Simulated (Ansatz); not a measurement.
# GaN: the cost of one run

Computed with Ansatz 0.2.0 (DFT PBEsol, scalar-relativistic, plane waves, PAW, unless a step's input says otherwise).

4 further runs of the same task are left out: 4 set aside as unsound or not needed.

## Step 1: The structure to begin with

Symmetry: F-43m, No. 216, cubic system. Conventional cell: a = 4.498 Å, b = 4.498 Å, c = 4.498 Å, α = 90.00°, β = 90.00°, γ = 90.00°. Ga (site symmetry -43m) is surrounded by 4 N at 1.95 Å. N (site symmetry -43m) is surrounded by 4 Ga at 1.95 Å.

Coordinates:

```
CELL_PARAMETERS angstrom
0.00000 2.24907 2.24907
2.24907 0.00000 2.24907
2.24907 2.24907 0.00000
ATOMIC_POSITIONS crystal
Ga 0.00000 0.00000 0.00000
N 0.75000 0.75000 0.75000
```

It goes back to an entry of the Materials Project.

This cell was relaxed beforehand with the same method: volume 11.38 Å³/atom, gap on the mesh 1.70 eV.

## Step 2: Relaxing at 40 GPa

What is minimised here is the enthalpy; the energy can go up as the cell is squeezed.

File input.yaml:

```yaml
crystal:
  lattice:
    - [0.0, 2.2490690278, 2.2490690278]
    - [2.2490690278, 0.0, 2.2490690278]
    - [2.2490690278, 2.2490690278, 0.0]
  atoms:
    - { symbol: Ga, position: [0.0, 0.0, 0.0] }
    - { symbol: "N", position: [0.75, 0.75, 0.75] }
basis:
  ecutwfc: 420
kpoints:
  mp_grid: { grid: [10, 10, 10] }
hamiltonian:
  xc: pbesol
scf:
  occupations: { method: fixed }
output:
  forces: true
  stress: true
  eigenvalues: true
relax:
  adjacent_minimum: "off"
  f_tol: 0.001
  max_steps: 60
  cell: { stress_tol: 0.02, p_target: 40.0 }
```

Started as:

```sh
$ ansatz run input.yaml --threads 1 --pin off --max-ram 3072MiB --backend cpu --events-out ev --progress --plain --runs-dir out
```

**Question.** How long does this run take on 1 thread of Intel Xeon at 2.50GHz (Skylake/Cascade Lake), shared host, and how much memory does it need?

About 39 s, with a peak of 0.33 GiB.
